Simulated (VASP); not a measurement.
# Al in VASP: a series of runs

Runs on Al. Level: PBE. Tasks: relaxation of the atoms.

All numbers are computed with VASP 6.6.1; they aren't measurements. Logs are shortened: lines on timing, memory, paths and dates and some standing lists are left out, and cuts for length are marked.

## 1. Starting point

The cell holds a slab with vacuum, 6 atoms: a = 2.827 Å, b = 2.827 Å, c = 26.482 Å, α = 90.00°, β = 90.00°, γ = 120.00°.

The slab is cut from a database's or a generator's crystal, which needn't be the stable form of the element.

## 2. Relaxation of the atoms, PBE

INCAR

```
SYSTEM = Al
ALGO     = Fast           ! electronic algorithm
DIPOL    = 0.5 0.5 0.500
EDIFF    = 1E-6           ! SCF threshold, eV
EDIFFG   = -0.02          ! ionic threshold
ENCUT    = 600            ! plane-wave cutoff, eV
GGA      = PE             ! functional
IBRION   = 2              ! ionic algorithm
IDIPOL   = 3            
ISIF     = 2              ! what is computed and relaxed
ISMEAR   = -1             ! smearing method
LASPH    = .True.         ! aspherical terms in the spheres
LCHARG   = .False.        ! write CHGCAR
LDIPOL   = .True.       
LREAL    = .False.        ! projectors in reciprocal space
LWAVE    = .False.        ! write WAVECAR
NELM     = 100            ! most SCF steps
NSW      = 60             ! ionic steps
PREC     = Accurate       ! precision mode
SIGMA    = 0.05           ! smearing width, eV
```

KPOINTS

```
k-points
0
Gamma
  8 8 1
  0 0 0
```

POSCAR

```
Al
1.0
    2.8270770242      0.0000000000      0.0000000000
   -1.4135385121      2.4483205214      0.0000000000
    0.0000000000      0.0000000000     26.4824913375
Al
6
Selective dynamics
Direct
    0.6666666700      0.3333333400      0.2832059833  F F F
    0.0000000000      0.0000000000      0.3699235900  F F F
    0.3333333300      0.6666666600      0.4566411967  F F F
    0.0000000000      0.0000000000      0.5433588033  T T T
    0.6666666700      0.3333333400      0.6300764100  T T T
    0.0000000000      0.0000000000      0.7167940167  T T T
```

Potentials or basis: VASP PAW PBE potentials, release 64 (Al).

Command:

```
$ cat potpaw_PBE.64/Al/POTCAR > POTCAR
$ mpirun -np 1 vasp_std > vasp.out
```

OUTCAR:

```text
SYSTEM = Al
   EDIFF = 1E-6
   EDIFFG = -0.02
   ENCUT = 600
   GGA = PE
   IBRION = 2
   ISIF = 2
   ISMEAR = -1
   LASPH = .True.
   LREAL = .False.
   NELM = 100
   NSW = 60
   PREC = Accurate

 ion  position               nearest neighbor table
   1  0.667  0.333  0.283-   2 2.82   2 2.82   2 2.82
   2  0.000  0.000  0.370-   3 2.82   1 2.82   1 2.82   3 2.82   1 2.82   3 2.82
   3  0.333  0.667  0.457-   4 2.82   2 2.82   4 2.82   4 2.82   2 2.82   2 2.82
   4  0.000  0.000  0.543-   3 2.82   5 2.82   3 2.82   3 2.82   5 2.82   5 2.82
   5  0.667  0.333  0.630-   4 2.82   6 2.82   4 2.82   6 2.82   4 2.82   6 2.82
   6  0.000  0.000  0.717-   5 2.82   5 2.82   5 2.82

  LATTYP: Found a hexagonal cell.
 ALAT       =     2.8270770242
 C/A-ratio  =     9.3674459913

  Lattice vectors:

 A1 = (   2.8270770242,   0.0000000000,   0.0000000000)
 A2 = (  -1.4135385121,   2.4483205214,   0.0000000000)
 A3 = (   0.0000000000,   0.0000000000,  26.4824913375)

Analysis of symmetry for initial positions (statically):
=====================================================================
 Subroutine PRICEL returns:
 Original cell was already a primitive cell.

 Routine SETGRP: Setting up the symmetry group for a
 hexagonal supercell.

 Subroutine GETGRP returns: Found  6 space group operations
 (whereof  6 operations were pure point group operations)
 out of a pool of 24 trial point group operations.

The static configuration has the point symmetry C_3v.

Analysis of symmetry for dynamics (positions and initial velocities):
=====================================================================
 Subroutine PRICEL returns:
 Original cell was already a primitive cell.

 Routine SETGRP: Setting up the symmetry group for a
 hexagonal supercell.

 Subroutine GETGRP returns: Found  6 space group operations
 (whereof  6 operations were pure point group operations)
 out of a pool of 24 trial point group operations.

The dynamic configuration has the point symmetry C_3v.

Analysis of constrained symmetry for selective dynamics:
=====================================================================
 Subroutine PRICEL returns:
 Original cell was already a primitive cell.

 Routine SETGRP: Setting up the symmetry group for a
 hexagonal supercell.

 Subroutine GETGRP returns: Found  6 space group operations
 (whereof  6 operations were pure point group operations)
 out of a pool of 24 trial point group operations.

The constrained configuration has the point symmetry C_3v.

 Subroutine INISYM returns: Found  6 space group operations
 (whereof  6 operations are pure point group operations),
 and found     1 'primitive' translations

----------------------------------------------------------------------------------------

                                     Primitive cell

  volume of cell :     183.3010

  direct lattice vectors                    reciprocal lattice vectors
     2.827077024  0.000000000  0.000000000     0.353722234  0.204221627  0.000000000
    -1.413538512  2.448320521  0.000000000     0.000000000  0.408443254  0.000000000
     0.000000000  0.000000000 26.482491338     0.000000000  0.000000000  0.037760798

  length of vectors
     2.827077024  2.827077024 26.482491338     0.408443254  0.408443254  0.037760798

  position of ions in fractional coordinates (direct lattice)
     0.666666670  0.333333340  0.283205983
     0.000000000  0.000000000  0.369923590
     0.333333330  0.666666660  0.456641197
     0.000000000  0.000000000  0.543358803
     0.666666670  0.333333340  0.630076410
     0.000000000  0.000000000  0.716794017

  ion indices of the primitive-cell ions
   primitive index   ion index
                 1           1
                 2           2
                 3           3
                 4           4
[... 57 lines left out ...]
   ENCUT  =  600.0 eV  44.10 Ry    6.64 a.u.   5.65  5.65 52.89*2*pi/ulx,y,z
   NELM   =    100;   NELMIN=  2; NELMDL= -5     # of ELM steps
   EDIFF  = 0.1E-05   stopping-criterion for ELM
   LREAL  =      F    real-space projection
   EDIFFG = -.2E-01   stopping-criterion for IOM
   NSW    =     60    number of steps for IOM
   IBRION =      2    ionic relax: 0-MD 1-quasi-New 2-CG
   NFREE  =      1    steps in history (QN), initial steepest desc. (CG)
   ISIF   =      2    stress and relaxation
   ISYM   =      2    0-nonsym 1-usesym 2-fastsym
   POTIM  = 0.5000    time-step for ionic-motion
   TEBEG  =    0.0;   TEEND  =   0.0 temperature during run
   PSTRESS=    0.0 pullay stress
   NELECT =      18.0000    total number of electrons
   NUPDOWN=      -1.0000    fix difference up-down
   EMIN   =  10.00;   EMAX   =-10.00  energy-range for DOS
   EFERMI =   0.00;   METHOD = LEGACY
   ISMEAR =    -1;   SIGMA  =   0.05  broadening in eV -4-tet -1-fermi 0-gaus
   EFERMI_NEDOS =   21; number of points for ismear=-14 and -15
   IALGO  =     68    algorithm
   IMIX   =      4    mixing-type and parameters
     AMIX     =   0.40;   BMIX     =  1.00
     AMIX_MAG =   1.60;   BMIX_MAG =  1.00
  volume/ion in A,a.u.               =      30.55       206.16
  Fermi-wavevector in a.u.,A,eV,Ry     =   0.755285  1.427281  7.761513  0.570455
  Thomas-Fermi vector in A             =   1.853144
   LORBIT       =      0    0 simple, 1 ext, 2 COOP (PROOUT), +10 PAW based schemes
   GGA     = PE    functional components
   LHFCALC =     F    Hartree Fock is set to
   AEXX    =    0.0000 exact exchange contribution
   IVDW    =     0    specifies the selected vdW correction
   LEPSILON=     F    determine dielectric tensor
   LRPA    =     F    only Hartree local field effects (RPA)
 conjugate gradient relaxation of ions
 non-spin polarized calculation
 RMM-DIIS sequential band-by-band and
  energy-cutoff  :      600.00
  volume of cell :      183.30
 maximum number of plane-waves:      6161
 NGX is ok and might be reduce to    24
   NGX = 11   NGY = 11   NGZ =105

--------------------------------------- Ionic step        1  -------------------------------------------

 number of electron      18.0000000 magnetization

 Free energy of the ion-electron system (eV)
  ---------------------------------------------------
  ext. energy  EPLUGINS =         0.00000000
  ---------------------------------------------------
  free energy    TOTEN  =       -21.67553102 eV

  energy without entropy =      -21.65883415  energy(sigma->0) =      -21.66718258

------------------------ aborting loop because EDIFF is reached ----------------------------------------

  FORCE on cell =-STRESS in cart. coord.  units (eV):
  Direction    XX          YY          ZZ          XY          YZ          ZX
  --------------------------------------------------------------------------------------
  -------------------------------------------------------------------------------------
  Total        0.0839608      0.0839608      2.7814826      0.0000000      0.0000000      0.0000000
  in kB        0.7338759      0.7338759     24.3120838      0.0000000      0.0000000      0.0000000
  external PRESSURE =       8.5932786 kB  Pullay stress =       0.0000000 kB
[... 101 lines left out ...]
  FREE ENERGIE OF THE ION-ELECTRON SYSTEM (eV)
  ---------------------------------------------------
  free  energy   TOTEN  =       -21.6857258903 eV

  energy  without entropy=      -21.6689308765  energy(sigma->0) =      -21.67732838

 dipolmoment           0.000000      0.000000      0.010933 electrons x Angstroem

[... ionic steps 4 to 8 ...]

--------------------------------------- Ionic step        9  -------------------------------------------

 number of electron      18.0000000 magnetization

------------------------ aborting loop because EDIFF is reached ----------------------------------------

 vacuum level on the upper side and lower side of the slab       (xc-potential included)        -0.090         0.014

  FORCE on cell =-STRESS in cart. coord.  units (eV):
  Direction    XX          YY          ZZ          XY          YZ          ZX
  --------------------------------------------------------------------------------------
  -------------------------------------------------------------------------------------
  Total        0.0899383      0.0899383      0.7022262      0.0000000     -0.0000000      0.0000000
  in kB        0.7861234      0.7861234      6.1379427      0.0000000     -0.0000000      0.0000000
  external PRESSURE =       2.5700631 kB  Pullay stress =       0.0000000 kB
[... 67 lines left out ...]
--------------------------------------- Ionic step       11  -------------------------------------------

 number of electron      18.0000000 magnetization

 dipolmoment           0.000000      0.000000     -0.001971 electrons x Angstroem

 Free energy of the ion-electron system (eV)
  ---------------------------------------------------
  ext. energy  EPLUGINS =         0.00000000
  ---------------------------------------------------
  free energy    TOTEN  =       -21.70682092 eV

  energy without entropy =      -21.68883493  energy(sigma->0) =      -21.69782793

 E-fermi :   2.6542     XC(G=0):  -6.1424

 val. band max:        2.3004807719   @ k =   0.2500   0.2500   0.0000
 cond. band min:       2.7260873439   @ k =   0.3750   0.2500   0.0000
 fundamental gap:      0.4256065720
 Fermi energy:         2.6541840883

 k-point     1 :       0.0000    0.0000    0.0000
  band No.  band energies     occupation
      1      -8.5677      2.00000
      2      -8.1183      2.00000
      3      -7.2514      2.00000
      4      -6.2223      2.00000
      5      -4.7693      2.00000
      6      -3.1166      2.00000
      7      -1.3636      2.00000
      8       0.6912      2.00000
      9       2.8277      0.06030
     10       4.7146      0.00000
     11       5.8947      0.00000
     12       6.8200      0.00000
     13       7.0088      0.00000
[... 132 lines left out ...]
      2      -1.4154      2.00000
      3      -1.0639      2.00000
      4      -1.0057      2.00000
      5      -0.3020      2.00000
      6      -0.2069      2.00000
      7       0.7973      2.00000
      8       0.9118      2.00000
      9       1.3926      2.00000
     10       1.6255      2.00000
     11       2.1425      1.99993
     12       2.7261      0.38369
     13       2.8081      0.08806

------------------------ aborting loop because EDIFF is reached ----------------------------------------

 vacuum level on the upper side and lower side of the slab       (xc-potential included)        -0.224        -0.143

  FORCE on cell =-STRESS in cart. coord.  units (eV):
  Direction    XX          YY          ZZ          XY          YZ          ZX
  --------------------------------------------------------------------------------------
  -------------------------------------------------------------------------------------
  Total        0.0965358      0.0965358      0.6851350      0.0000000      0.0000000     -0.0000000
  in kB        0.8437895      0.8437895      5.9885540      0.0000000      0.0000000     -0.0000000
  external PRESSURE =       2.5587110 kB  Pullay stress =       0.0000000 kB
[... 21 lines left out ...]
  FREE ENERGIE OF THE ION-ELECTRON SYSTEM (eV)
  ---------------------------------------------------
  free  energy   TOTEN  =       -21.7068209201 eV

  energy  without entropy=      -21.6888349345  energy(sigma->0) =      -21.69782793

 reached required accuracy - stopping structural energy minimisation

 vacuum level on the upper side and lower side of the slab         6.284         6.357
```

It took 5.2 min on 1 thread of Intel Xeon Platinum 8488C (Sapphire Rapids), shared host; peak memory 0.34 GiB.

What came out:

```yaml
Free_energy: -21.7068 eV
Energy_gained_by_relaxing: 5.2 meV/atom
Ionic_steps: 11
Band_gap_on_the_k_mesh: none (metal or under the smearing width)
```

Step by step:
| step | energy change (eV) | largest force (eV/Å) | pressure (GPa) |
| --- | --- | --- | --- |
| 1 | 0.0000 | 0.2914 | 0.86 |
| 2 | -0.0053 | 0.2320 | 0.82 |
| 3 | -0.0102 | 0.2159 | 0.73 |
| 4 | -0.0138 | 0.2007 | 0.67 |
| 5 | -0.0215 | 0.1695 | 0.50 |
| 6 | -0.0239 | 0.1566 | 0.18 |
| 7 | -0.0249 | 0.1468 | 0.28 |
| 8 | -0.0293 | 0.1488 | 0.26 |
| 9 | -0.0309 | 0.1502 | 0.26 |
| 10 | -0.0312 | 0.1478 | 0.26 |
| 11 | -0.0313 | 0.1481 | 0.26 |

Final structure:
```
Al
1.0
     2.82708    0.00000    0.00000
    -1.41354    2.44832    0.00000
     0.00000    0.00000   26.48249
Al
6
Direct
  0.66667 0.33333 0.28321
  0.00000 0.00000 0.36992
  0.33333 0.66667 0.45664
  0.00000 0.00000 0.54735
  0.66667 0.33333 0.63492
  0.00000 0.00000 0.72453
```

Levels at points of the mesh, in eV from the Fermi level:
| k point | band 5 | band 6 | band 7 | band 8 | band 9 | band 10 | band 11 | band 12 | band 13 |
| --- | --- | --- | --- | --- | --- | --- | --- | --- | --- |
| (0.00, 0.00, 0.00) | -7.42 | -5.77 | -4.02 | -1.96 | 0.17 | 2.06 | 3.24 | 4.17 | 4.35 |
| (0.50, 0.00, 0.00) | -4.02 | -3.94 | -2.89 | -2.80 | -1.63 | -1.21 | 0.12 | 0.31 | 1.62 |

## 3. Relaxation of the atoms, PBE

INCAR is that of step 2.

KPOINTS is that of step 2.

POSCAR is that of step 2.

Potentials or basis: VASP PAW PBE potentials, release 64 (Al_GW).

Command:

```
$ cat potpaw_PBE.64/Al_GW/POTCAR > POTCAR
$ mpirun -np 1 vasp_std > vasp.out
```

It took 5.1 min on 1 thread of Intel Xeon Platinum 8488C (Sapphire Rapids), shared host; peak memory 0.36 GiB.

It converged, with:

```yaml
Free_energy: -21.7358 eV
Energy_gained_by_relaxing: 5.0 meV/atom
Ionic_steps: 9
Band_gap_on_the_k_mesh: none (metal or under the smearing width)
```

Step by step:
| step | energy change (eV) | largest force (eV/Å) | pressure (GPa) |
| --- | --- | --- | --- |
| 1 | 0.0000 | 0.2863 | 0.80 |
| 2 | -0.0052 | 0.2275 | 0.76 |
| 3 | -0.0100 | 0.1917 | 0.68 |
| 4 | -0.0130 | 0.1870 | 0.63 |
| 5 | -0.0199 | 0.1721 | 0.49 |
| 6 | -0.0244 | 0.1783 | 0.23 |
| 7 | -0.0280 | 0.1408 | 0.18 |
| 8 | -0.0298 | 0.1348 | 0.12 |
| 9 | -0.0303 | 0.1381 | 0.14 |

Final structure:
```
CELL_PARAMETERS angstrom
2.82708 0.00000 0.00000
-1.41354 2.44832 0.00000
0.00000 0.00000 26.48249
ATOMIC_POSITIONS crystal
Al 0.66667 0.33333 0.28321
Al 0.00000 0.00000 0.36992
Al 0.33333 0.66667 0.45664
Al 0.00000 0.00000 0.54755
Al 0.66667 0.33333 0.63553
Al 0.00000 0.00000 0.72528
```

Levels at points of the mesh, in eV from the Fermi level:
| k point | band 6 | band 7 | band 8 | band 9 | band 10 | band 11 | band 12 | band 13 |
| --- | --- | --- | --- | --- | --- | --- | --- | --- |
| (0.00, 0.00, 0.00) | -5.78 | -4.02 | -1.98 | 0.16 | 2.04 | 3.22 | 4.15 | 4.33 |
| (0.50, 0.00, 0.00) | -3.93 | -2.89 | -2.80 | -1.63 | -1.22 | 0.11 | 0.30 | 1.61 |

(Continued in part 2 of 2.)
